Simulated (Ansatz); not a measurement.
# AlAs at 35 GPa: from Born charge to LO–TO splitting and polaron coupling

These are results of Ansatz 0.2.0, DFT PBEsol, scalar-relativistic, plane waves, PAW, not measurements. Settings: 420 eV plane-wave cutoff, Γ-centred 10×10×10 mesh, fixed occupations. No spin polarisation. Phonons by linear response, acoustic sum rule imposed.

The cell, relaxed at 35 GPa:
```cif
data_structure
_symmetry_space_group_name_H-M 'P 1'
_symmetry_Int_Tables_number 1
_cell_length_a 3.6614
_cell_length_b 3.6614
_cell_length_c 3.6614
_cell_angle_alpha 60.000
_cell_angle_beta 60.000
_cell_angle_gamma 60.000
_cell_volume 34.71
loop_
_atom_site_label
_atom_site_type_symbol
_atom_site_fract_x
_atom_site_fract_y
_atom_site_fract_z
_atom_site_occupancy
Al1 Al 0.00000 0.00000 0.00000 1
As1 As 0.75000 0.75000 0.75000 1
```

Other phases may be more stable at this pressure. The bands were filled as in an insulator; under compression the gap may have closed between mesh points.

Linear response gives ν_TO = 480.8 cm⁻¹, Born charges ±1.990 e (positive on Al) and ε∞ = 8.892. The primitive cell holds 34.707 Å³, and the masses are 26.982 and 74.922 amu.

Q: Find ν_LO and the static dielectric constant.

A: The long-wave field adds a restoring force: ω_LO² − ω_TO² = Z*²e²/(ε_vac ε∞ μV). In these units ν_LO² − ν_TO² = 4.92064×10⁷ Z*²/(μ V ε∞) cm⁻², with μ = m₁m₂/(m₁ + m₂) = 19.837 amu: 31844 cm⁻². So ν_LO = √(480.8² + 31844) = 512.8 cm⁻¹, and the run gives 512.8. Lyddane–Sachs–Teller then gives ε0 = ε∞ (ν_LO/ν_TO)² = 10.12, against 10.12 in the run (it forms both from the same three quantities, so the match checks the arithmetic only). Between ν_TO and ν_LO the dielectric function is negative and an undamped crystal reflects fully: a reststrahlen band from 19.5 to 20.8 μm.

Q: What do the Clausius–Mossotti polarisability and the Szigeti charge come to?

A: With the Lorentz local field, α = (3V/4π)(ε∞ − 1)/(ε∞ + 2) = 6.00 Å³ for the pair, and e_S = 3Z*/(ε∞ + 2) = 0.55 e. The Born charge includes the electrons' response to the dipole's own local field, and e_S takes that enhancement out. The Lorentz field assumes point-like polarisable ions, a poor picture once ε∞ is this large, since the electron clouds then overlap or are shared, so both numbers are formal here.

Q: How strongly does a slow electron couple to the LO mode?

A: For one isotropic parabolic band, Fröhlich's constant is α_F = (1/ε∞ − 1/ε0) √(m* Ry/ħω_LO), with Ry = 13.606 eV, ħω_LO = 63.6 meV and m* in free-electron masses: α_F = 0.0136 × 14.63 × √m* = 0.20 √m*. The band mass isn't part of this run; for m* = 0.1, 0.3 and 1 it gives 0.06, 0.11, 0.20. In weak coupling the polaron lies α_F ħω_LO below the band edge (7 meV at m* = 0.3) with a mass m*(1 + α_F/6); past α_F of about 5 or 6 that expansion fails. A semilocal functional's ε∞ tends to be too large, which taken alone lowers α_F.

Cost: 1 run of about 0.92 core-minutes, on AMD EPYC 7R43 (Zen 3) (shared hosts).

The lattice is polar but only weakly so in its dielectric response: ionic displacements raise the dielectric constant merely from 8.892 to 10.12. The Born charge of 1.990 e isn't small, but it measures the charge that flows as the partly covalent Al–As bonds are distorted, not a static ionic charge. The valence electrons then screen the long-range field strongly, so the LO mode lies only modestly above a TO mode whose frequency is set mainly by short-range bond forces and the light Al atom.

The same screening explains the weak Fröhlich coupling. Little of the dielectric response is left for the slow lattice to supply, and the stiff LO mode lowers the coupling further. For any ordinary band mass this suggests a large, mobile polaron rather than a self-trapped carrier, as far as polar coupling alone decides. Zinc-blende AlAs has its conduction minimum near X, where the valleys are anisotropic, so a single mass gives only an averaged estimate for electrons, and deformation-potential and intervalley scattering remain outside it.
